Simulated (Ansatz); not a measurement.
# HfO2 (P2_1/c) in Ansatz: further runs, part 2 of 2

Ansatz 0.2.0. The steps go on from the part before.

### 3 Band structure, RPBE

input.yaml reads:

```yaml
crystal:
  lattice:
    - [5.118, 0.0, 0.0]
    - [0.0, 5.1857, 0.0]
    - [-0.8586630598, 0.0, 5.2138671406]
  atoms:
    - { symbol: Hf, position: [0.2755, 0.4603, 0.708] }
    - { symbol: Hf, position: [0.7245, 0.9603, 0.792] }
    - { symbol: Hf, position: [0.7245, 0.5397, 0.292] }
    - { symbol: Hf, position: [0.2755, 0.0397, 0.208] }
    - { symbol: O, position: [0.0742, 0.1684, 0.8467] }
    - { symbol: O, position: [0.9258, 0.6684, 0.6533] }
    - { symbol: O, position: [0.9258, 0.8316, 0.1533] }
    - { symbol: O, position: [0.0742, 0.3316, 0.3467] }
    - { symbol: O, position: [0.4487, 0.7419, 0.9801] }
    - { symbol: O, position: [0.5513, 0.2419, 0.5199] }
    - { symbol: O, position: [0.5513, 0.2581, 0.0199] }
    - { symbol: O, position: [0.4487, 0.7581, 0.4801] }
hamiltonian:
  xc: rpbe
  pseudopotentials: { kind: paw }
kpoints:
  mp_grid: { grid: [5, 5, 5] }
  band_path:
    path:
      - [[0.0, 0.0, 0.0], [0.0, 0.0, 0.5], [-0.4327310173, 0.0, 0.5726006525], [-0.5, 0.0, 0.5], [-0.5, 0.5, 0.5], [-0.5672689827, 0.5, 0.4273993475], [-0.5, 0.5, 0.0], [-0.5, 0.0, 0.0], [-0.5672689827, 0.0, 0.4273993475]]
      - [[-0.4327310173, 0.5, 0.5726006525], [0.0, 0.5, 0.5], [0.0, 0.5, 0.0]]
      - [[0.0, 0.0, 0.5], [0.0, 0.5, 0.5]]
    npoints: 10
scf:
  occupations: { method: fermi_dirac, width: 0.05 }
  n_extra_bands: 30
output:
  forces: true
  stress: true
  eigenvalues: true
  fatbands: false
  write_density: true
  write_potential: true
  elf: true
  volumetric_format: npy
```

Potentials or basis: Ansatz PAW.

The run is started by

```
$ ansatz run input.yaml --threads 2 --pin off --max-ram 5120MiB --backend cpu --events-out ev --progress --plain --runs-dir out
```

Log:

```text
Warning: RAYON_NUM_THREADS=2 ignored (pool sized by the plan → 2); use --threads N
scf.n_extra_bands = 30 over 76 filled bands (N_el = 152.0): the run solves 106 bands
[... 82 lines left out ...]
  k-point 2: bands = ["-46.0877", "-46.0815", "-46.0721", "-46.0721", "-15.0820", "-15.0633", "-15.0315", "-14.9899", "-14.9711", "-14.8688", "-14.7842", "-14.7794", "-14.7542", "-14.7302", "-14.7138", "-14.7010", "-3.3127", "-2.8040", "-2.4169", "-2.3643", "-2.0189", "-1.9716", "-1.9199", "-1.8004", "4.0450", "4.0468", "4.0609", "4.0623", "4.0648", "4.0713", "4.0730", "4.0741", "4.0770", "4.0799", "4.0816", "4.0849", "4.0877", "4.0886", "4.0911", "4.0932", "4.0949", "4.1005", "4.1016", "4.1024", "4.1150", "4.1183", "4.1302", "4.1325", "4.1374", "4.1431", "4.1488", "4.1638", "9.3404", "9.7209", "9.7314", "10.0218", "10.3274", "10.4577", "10.6152", "10.6870", "10.8143", "11.4611", "11.6162", "11.6921", "11.8472", "12.1713", "12.1717", "12.6349", "12.6562", "12.8709", "13.0258", "13.3568", "13.5753", "13.6113", "13.7165", "13.8985", "19.1277", "19.2562", "19.5405", "19.7206", "20.4671", "20.5622", "21.0592", "21.0976", "21.1711", "21.2390", "21.8731", "21.9413", "22.1480", "22.5079", "23.0141", "23.3002", "23.3708", "23.7920", "24.0011", "24.5867", "24.9732", "25.0121", "27.2571", "27.7377", "28.2322", "28.3694", "28.5103", "28.7718", "29.4624", "30.0576"]
  k-point 38: bands = ["-46.0847", "-46.0815", "-46.0743", "-46.0729", "-15.1443", "-15.1180", "-15.0720", "-15.0321", "-14.9053", "-14.8434", "-14.7888", "-14.7590", "-14.7332", "-14.7223", "-14.6847", "-14.6665", "-3.1301", "-2.8542", "-2.4977", "-2.4583", "-2.0656", "-1.9956", "-1.8051", "-1.7926", "4.0517", "4.0577", "4.0593", "4.0623", "4.0660", "4.0702", "4.0723", "4.0760", "4.0778", "4.0824", "4.0828", "4.0844", "4.0868", "4.0883", "4.0928", "4.0945", "4.0983", "4.0987", "4.1011", "4.1033", "4.1122", "4.1135", "4.1175", "4.1214", "4.1312", "4.1344", "4.1524", "4.1690", "9.5418", "9.7689", "9.9177", "10.1069", "10.2283", "10.3078", "10.4700", "10.5987", "11.1006", "11.4477", "11.6146", "11.8504", "11.9674", "12.0602", "12.4539", "12.6673", "12.7282", "13.0041", "13.0858", "13.1140", "13.3407", "13.3993", "13.5058", "13.6633", "19.0686", "19.2042", "19.6106", "19.8399", "20.2391", "20.2961", "20.5824", "20.7290", "20.9054", "21.2023", "21.7536", "22.0037", "22.3597", "22.4895", "23.0586", "23.5847", "23.7916", "24.2048", "24.3661", "24.8066", "25.2035", "25.7078", "25.9196", "26.4510", "27.1487", "27.4033", "27.8879", "28.2795", "30.2527", "30.4736"]
```

bands.tsv:

```text
[... 137 lines left out ...]
```

rho_z.tsv:

```text
# z_ang	rho[e/angstrom^3]
# format = ansatz-planar-average/11
# lattice	5.118000000	0.000000000	0.000000000
# lattice	0.000000000	5.185700000	0.000000000
# lattice	-0.858663060	0.000000000	5.213867141
# sites	12
# site	72	0.802075554	2.386977710	3.691417936
# site	72	3.027929857	4.979827710	4.129382775
# site	72	3.457261387	2.798722290	1.522449205
# site	72	1.231407084	0.205872290	1.084484365
# site	8	-0.347274413	0.873271880	4.414581308
# site	8	4.177279823	3.466121880	3.406219403
# site	8	4.606611353	4.312428120	0.799285833
# site	8	0.082057117	1.719578120	1.807647738
# site	8	1.454870935	3.847270830	5.110111185
# site	8	2.375134475	1.254420830	2.710689526
# site	8	2.804466005	1.338429170	0.103755956
# site	8	1.884202465	3.931279170	2.503177614
0.000000	6.512935e-1
0.146781	6.398964e-1
0.293561	6.286251e-1
0.440342	6.715897e-1
0.587122	8.143475e-1
0.733903	1.059691e0
[... 28 lines left out ...]
4.990539	6.286251e-1
5.137319	6.398964e-1
```

Run time: 44 s. Hardware: 2 threads of Arm Neoverse V2, shared host; peak memory 1.1 GiB.

What came out:

| Quantity | Value |
| --- | --- |
| Free energy | -67509.7263 eV |
| Pressure | 10.7 GPa |
| Largest force | 0.503 eV/Å |
| Band gap on the k mesh | 4.29 eV, indirect (least direct gap 4.36 eV) |
| Band gap along the path | 4.24 eV, indirect (least direct gap 4.31 eV) |

Forces on the atoms (eV/Å):
```
Hf   0.218  0.019  0.109
Hf  -0.218  0.019 -0.109
Hf  -0.218 -0.019 -0.109
Hf   0.218 -0.019  0.109
O   -0.425 -0.182 -0.197
O    0.425 -0.182  0.197
O    0.425  0.182  0.197
O   -0.425  0.182 -0.197
O   -0.193  0.029 -0.073
O    0.193  0.029  0.073
O    0.193 -0.029  0.073
O   -0.193 -0.029 -0.073
```

Stress tensor (GPa, compression positive):
```
10.70  0.00  0.70
 0.00 10.16  0.00
 0.70  0.00 11.34
```

Levels at the corners of the path, in eV from the valence-band top:
```csv
point,band 74,band 75,band 76,band 77,band 78,band 79
Γ,-0.47,-0.14,0.00,4.70,5.22,5.41
Y,-0.78,-0.46,-0.46,4.92,4.92,5.34
H,-0.71,-0.62,-0.34,4.47,4.67,5.57
C,-0.92,-0.49,-0.49,4.56,4.56,5.66
E,-0.99,-0.70,-0.70,4.74,4.74,5.43
M1,-0.98,-0.67,-0.67,4.75,4.75,5.46
A,-0.85,-0.56,-0.56,4.95,4.95,5.40
X,-0.53,-0.46,-0.09,4.24,5.28,5.36
H1,-0.71,-0.62,-0.34,4.47,4.67,5.57
M,-0.98,-0.67,-0.67,4.75,4.75,5.46
D,-0.89,-0.59,-0.59,5.10,5.10,5.27
Z,-0.78,-0.40,-0.40,5.22,5.22,5.70
Y,-0.78,-0.46,-0.46,4.92,4.92,5.34
D,-0.89,-0.59,-0.59,5.10,5.10,5.27
```

Caveat: the k mesh misses the band edges, so the gap on the mesh is wider than the one along the path; the pressure holds a Pulay correction of +0.7 GPa for the finite cutoff; spin-orbit coupling is left out, which moves the levels of the heavy elements; the PAW data sets come from PBE, with cores solved anew for the run's functional, which leaves a small shift of forces and pressure.

### 4 Single point, exchange-only PBE, 10.84 Å³/atom (volume scaled by 0.94)

input.yaml reads:

```yaml
crystal:
  lattice:
    - [5.0135217044, 0.0, 0.0]
    - [0.0, 5.079839684, 0.0]
    - [-0.8411344054, 0.0, 5.1074318236]
  atoms:
    - { symbol: Hf, position: [0.2755, 0.4603, 0.708] }
    - { symbol: Hf, position: [0.7245, 0.9603, 0.792] }
    - { symbol: Hf, position: [0.7245, 0.5397, 0.292] }
    - { symbol: Hf, position: [0.2755, 0.0397, 0.208] }
    - { symbol: O, position: [0.0742, 0.1684, 0.8467] }
    - { symbol: O, position: [0.9258, 0.6684, 0.6533] }
    - { symbol: O, position: [0.9258, 0.8316, 0.1533] }
    - { symbol: O, position: [0.0742, 0.3316, 0.3467] }
    - { symbol: O, position: [0.4487, 0.7419, 0.9801] }
    - { symbol: O, position: [0.5513, 0.2419, 0.5199] }
    - { symbol: O, position: [0.5513, 0.2581, 0.0199] }
    - { symbol: O, position: [0.4487, 0.7581, 0.4801] }
hamiltonian:
  xc: { exchange: pbe, correlation: none }
  pseudopotentials: { kind: paw }
kpoints:
  mp_grid: { grid: [5, 5, 5] }
scf:
  occupations: { method: fermi_dirac, width: 0.05 }
output:
  forces: true
  stress: true
  eigenvalues: true
  write_density: true
  write_potential: true
  elf: true
  volumetric_format: npy
```

The run is started by

```
$ ansatz run input.yaml --threads 2 --pin off --max-ram 5120MiB --backend cpu --events-out ev --progress --plain --runs-dir out
```

It took 19 s on 2 threads of Arm Neoverse V2, shared host; peak memory 0.64 GiB.

It converged, with:

| Quantity | Value |
| --- | --- |
| Free energy | -66912.4368 eV |
| Pressure | 46.6 GPa |
| Largest force | 0.875 eV/Å |
| Band gap on the k mesh | 4.53 eV, indirect (least direct gap 4.57 eV) |

Caveat: odd divisions of the mesh miss points on the zone boundary, where band edges often lie, so the gap on the mesh can be too wide; the pressure holds a Pulay correction of +0.9 GPa for the finite cutoff; spin-orbit coupling is left out, which moves the levels of the heavy elements; the PAW data sets come from PBE, with cores solved anew for the run's functional, which leaves a small shift of forces and pressure.

### 5 Single point, exchange-only PBE, 11.07 Å³/atom (volume scaled by 0.96)

Edit input.yaml of step 4 so:

```diff
@@ -2,5 +2,5 @@
   lattice:
-    - [5.0135217044, 0.0, 0.0]
-    - [0.0, 5.079839684, 0.0]
-    - [-0.8411344054, 0.0, 5.1074318236]
+    - [5.0488293586, 0.0, 0.0]
+    - [0.0, 5.1156143815, 0.0]
+    - [-0.8470580823, 0.0, 5.1434008384]
   atoms:
```

The run is started by

```
$ ansatz run input.yaml --threads 2 --pin off --max-ram 5120MiB --backend cpu --events-out ev --progress --plain --runs-dir out
```

Wall time 19 s (2 threads of Arm Neoverse V2, shared host); peak memory 0.65 GiB.

The run converged. Its results:

```
Free energy            : -66913.1750 eV
Pressure               : 39.1 GPa
Largest force          : 0.786 eV/Å
Band gap on the k mesh : 4.45 eV, indirect (least direct gap 4.50 eV)
```

Caveat: odd divisions of the mesh miss points on the zone boundary, where band edges often lie, so the gap on the mesh can be too wide; the pressure holds a Pulay correction of +0.9 GPa for the finite cutoff; spin-orbit coupling is left out, which moves the levels of the heavy elements; the PAW data sets come from PBE, with cores solved anew for the run's functional, which leaves a small shift of forces and pressure.

### 6 Single point, exchange-only PBE, 11.30 Å³/atom (volume scaled by 0.98)

Edit input.yaml of step 5 so:

```diff
@@ -2,5 +2,5 @@
   lattice:
-    - [5.0488293586, 0.0, 0.0]
-    - [0.0, 5.1156143815, 0.0]
-    - [-0.8470580823, 0.0, 5.1434008384]
+    - [5.0836499717, 0.0, 0.0]
+    - [0.0, 5.1508955956, 0.0]
+    - [-0.8529000468, 0.0, 5.1788736893]
   atoms:
```

Potentials or basis: Ansatz PAW.

The run is started by

```
$ ansatz run input.yaml --threads 2 --pin off --max-ram 5120MiB --backend cpu --events-out ev --progress --plain --runs-dir out
```

It took 19 s on 2 threads of Arm Neoverse V2, shared host; peak memory 0.65 GiB.

The run converged. Its results:

- Free energy: -66913.7912 eV
- Pressure: 32.3 GPa
- Largest force: 0.703 eV/Å
- Band gap on the k mesh: 4.38 eV, indirect (least direct gap 4.43 eV)

Caveat: odd divisions of the mesh miss points on the zone boundary, where band edges often lie, so the gap on the mesh can be too wide; the pressure holds a Pulay correction of +0.9 GPa for the finite cutoff; spin-orbit coupling is left out, which moves the levels of the heavy elements; the PAW data sets come from PBE, with cores solved anew for the run's functional, which leaves a small shift of forces and pressure.

### 7 Single point, exchange-only PBE, 11.53 Å³/atom

Edit input.yaml of step 6 so:

```diff
@@ -2,5 +2,5 @@
   lattice:
-    - [5.0836499717, 0.0, 0.0]
-    - [0.0, 5.1508955956, 0.0]
-    - [-0.8529000468, 0.0, 5.1788736893]
+    - [5.118, 0.0, 0.0]
+    - [0.0, 5.1857, 0.0]
+    - [-0.8586630598, 0.0, 5.2138671406]
   atoms:
@@ -29,5 +29 @@
   eigenvalues: true
-  write_density: true
-  write_potential: true
-  elf: true
-  volumetric_format: npy
```

The run is started by

```
$ ansatz run input.yaml --threads 2 --pin off --max-ram 5120MiB --backend cpu --events-out ev --progress --plain --runs-dir out
```

It took 16 s on 2 threads of Arm Neoverse V2, shared host; peak memory 0.66 GiB.

It converged, with:

```
Free energy            : -66914.2949 eV
Pressure               : 26.1 GPa
Largest force          : 0.627 eV/Å
Band gap on the k mesh : 4.30 eV, indirect (least direct gap 4.36 eV)
```

Caveat: odd divisions of the mesh miss points on the zone boundary, where band edges often lie, so the gap on the mesh can be too wide; the pressure holds a Pulay correction of +0.9 GPa for the finite cutoff; spin-orbit coupling is left out, which moves the levels of the heavy elements; the PAW data sets come from PBE, with cores solved anew for the run's functional, which leaves a small shift of forces and pressure.

### 8 Single point, exchange-only PBE, 11.76 Å³/atom (volume scaled by 1.02)

Edit input.yaml of step 7 so:

```diff
@@ -2,5 +2,5 @@
   lattice:
-    - [5.118, 0.0, 0.0]
-    - [0.0, 5.1857, 0.0]
-    - [-0.8586630598, 0.0, 5.2138671406]
+    - [5.1518950275, 0.0, 0.0]
+    - [0.0, 5.220043385, 0.0]
+    - [-0.8643497359, 0.0, 5.2483970684]
   atoms:
```

The run is started by

```
$ ansatz run input.yaml --threads 2 --pin off --max-ram 5120MiB --backend cpu --events-out ev --progress --plain --runs-dir out
```

Run time: 14 s. Hardware: 2 threads of Arm Neoverse V2, shared host; peak memory 0.66 GiB.

The run converged. Its results:

```
Free energy            : -66914.6974 eV
Pressure               : 20.5 GPa
Largest force          : 0.557 eV/Å
Band gap on the k mesh : 4.23 eV, indirect (least direct gap 4.29 eV)
```

Caveat: odd divisions of the mesh miss points on the zone boundary, where band edges often lie, so the gap on the mesh can be too wide; the pressure holds a Pulay correction of +0.9 GPa for the finite cutoff; spin-orbit coupling is left out, which moves the levels of the heavy elements; the PAW data sets come from PBE, with cores solved anew for the run's functional, which leaves a small shift of forces and pressure.

### 9 Single point, exchange-only PBE, 11.99 Å³/atom (volume scaled by 1.04)

Edit input.yaml of step 8 so:

```diff
@@ -2,5 +2,5 @@
   lattice:
-    - [5.1518950275, 0.0, 0.0]
-    - [0.0, 5.220043385, 0.0]
-    - [-0.8643497359, 0.0, 5.2483970684]
+    - [5.1853498288, 0.0, 0.0]
+    - [0.0, 5.2539407204, 0.0]
+    - [-0.8699625537, 0.0, 5.2824785238]
   atoms:
@@ -29 +29,5 @@
   eigenvalues: true
+  write_density: true
+  write_potential: true
+  elf: true
+  volumetric_format: npy
```

Potentials or basis: Ansatz PAW.

The run is started by

```
$ ansatz run input.yaml --threads 2 --pin off --max-ram 5120MiB --backend cpu --events-out ev --progress --plain --runs-dir out
```

Run time: 21 s. Hardware: 2 threads of Arm Neoverse V2, shared host; peak memory 0.66 GiB.

The run converged. Its results:

```
Free energy            : -66915.0078 eV
Pressure               : 15.5 GPa
Largest force          : 0.494 eV/Å
Band gap on the k mesh : 4.16 eV, indirect (least direct gap 4.22 eV)
```

Caveat: odd divisions of the mesh miss points on the zone boundary, where band edges often lie, so the gap on the mesh can be too wide; the pressure holds a Pulay correction of +0.8 GPa for the finite cutoff; spin-orbit coupling is left out, which moves the levels of the heavy elements; the PAW data sets come from PBE, with cores solved anew for the run's functional, which leaves a small shift of forces and pressure.

### 10 Single point, exchange-only PBE, 12.22 Å³/atom (volume scaled by 1.06)

Edit input.yaml of step 9 so:

```diff
@@ -2,5 +2,5 @@
   lattice:
-    - [5.1853498288, 0.0, 0.0]
-    - [0.0, 5.2539407204, 0.0]
-    - [-0.8699625537, 0.0, 5.2824785238]
+    - [5.2183784252, 0.0, 0.0]
+    - [0.0, 5.2874062132, 0.0]
+    - [-0.8755038659, 0.0, 5.316125791]
   atoms:
@@ -29,5 +29 @@
   eigenvalues: true
-  write_density: true
-  write_potential: true
-  elf: true
-  volumetric_format: npy
```

The run is started by

```
$ ansatz run input.yaml --threads 2 --pin off --max-ram 5120MiB --backend cpu --events-out ev --progress --plain --runs-dir out
```

Run time: 14 s. Hardware: 2 threads of Arm Neoverse V2, shared host; peak memory 0.68 GiB.

The run converged. Its results:

```
Free energy            : -66915.2339 eV
Pressure               : 10.8 GPa
Largest force          : 0.438 eV/Å
Band gap on the k mesh : 4.09 eV, indirect (least direct gap 4.16 eV)
```

Caveat: odd divisions of the mesh miss points on the zone boundary, where band edges often lie, so the gap on the mesh can be too wide; the pressure holds a Pulay correction of +0.8 GPa for the finite cutoff; spin-orbit coupling is left out, which moves the levels of the heavy elements; the PAW data sets come from PBE, with cores solved anew for the run's functional, which leaves a small shift of forces and pressure.

### 11 Equation of state, exchange-only PBE

This step only gathers the single runs of the series.

Results:

| Quantity | Value |
| --- | --- |
| Equilibrium volume | 12.86 Å³/atom (rough: see the caveat) |
| Bulk modulus at fixed shape and positions | 192 GPa (rough) |

Energy against volume, from the lowest point:
```csv
volume (Å³/atom),energy (meV/atom)
10.840,233.09
11.070,171.58
11.301,120.23
11.532,78.25
11.762,44.71
11.993,18.85
12.223,0.00
```

Caveat: the potentials were made for another functional, which shifts forces and pressure; the minimum lies outside the volumes run; the cell was scaled at fixed shape and fractional positions, which overstates the stiffness of a crystal with free parameters, most of all of layers and chains.

### 12 Summary

```csv
task,level,points for each segment of the path,gap on the mesh (eV),pressure (GPa),largest force (eV/Å)
band structure,PBE,10,4.21,5.9,0.48
band structure,RPBE,10,4.29,10.7,0.50
equation of state,exchange-only PBE,-,-,-,-
```

Alike in all rows: potentials or basis Ansatz PAW; no spin polarisation; cell as given; k mesh 5 × 5 × 5; cutoff (eV) 420; smearing fermi-dirac 0.05 eV.

Caveats: the k mesh misses the band edges, so the gap on the mesh is wider than the one along the path (some runs); spin-orbit coupling is left out, which moves the levels of the heavy elements (some runs); the PAW data sets come from PBE, with cores solved anew for the run's functional, which leaves a small shift of forces and pressure (some runs); the potentials were made for another functional, which shifts forces and pressure (some runs); the minimum lies outside the volumes run (some runs); the cell was scaled at fixed shape and fractional positions, which overstates the stiffness of a crystal with free parameters, most of all of layers and chains (some runs).

Absolute energies hang on the potentials; compare differences alone.

### 13 How close it comes

Step 2. A measured gap of HfO2 is 5.54 eV (indirect; quoted in “Temperature dependence of self-trapped exciton luminescence in nanostructured hafnia powder”, 2021, arxiv:2112.02602); the calculated 4.15 eV misses it by -1.39 eV. Spin-orbit coupling on Hf is left out. The value is that of PBE, without temperature or zero-point motion. Semilocal functionals fall short of measured gaps as a rule.

Step 3. A measured gap of HfO2 is 5.54 eV (indirect; quoted in “Temperature dependence of self-trapped exciton luminescence in nanostructured hafnia powder”, 2021, arxiv:2112.02602); the calculated 4.24 eV misses it by -1.30 eV. Spin-orbit coupling on Hf is left out. The value is that of RPBE, without temperature or zero-point motion. Semilocal functionals fall short of measured gaps as a rule.
